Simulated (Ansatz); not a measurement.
Rh under changes of volume

One of the cells (13.671 Å³/atom); the others are scaled copies at fixed shape and fractional positions:

```
Rh
1.0
     0.00000    1.89785    1.89785
     1.89785    0.00000    1.89785
     1.89785    1.89785    0.00000
Rh
1
Direct
  0.00000 0.00000 0.00000
```

- Program: Ansatz 0.2.0
- Functional: PBE
- Potentials or basis: Ansatz PAW
- Cutoff: 420 eV (not typed: the program's choice for these potentials)
- k mesh: 12 × 12 × 12
- Occupations: fermi-dirac, width 0.05 eV
- Spin: no spin polarisation

```csv
volume (Å³/atom),energy over the lowest point (meV/atom),pressure (GPa)
12.851,?,?
13.125,53.78,20.6
13.398,24.89,13.5
13.671,7.41,7.3
13.945,0.00,1.7
14.218,1.55,-3.2
14.492,11.05,-7.6
```

**Question.** What does the run at 12.851 Å³/atom give?

**Answer.** Energy over the lowest point 95.46 meV/atom; pressure 28.6 GPa.

Worked out: A Birch-Murnaghan fit of order 3 (a polynomial in V^(-2/3)) to the other rows has its minimum at 14.03 Å³/atom with B0 = V·E''(V) = 259 GPa and B' = 5.3. It gives 95.73 meV/atom at 12.851 Å³/atom, against the run's 95.46, and -dE/dV = 28.6 GPa, against 28.6.

Energies are extrapolated to zero smearing.
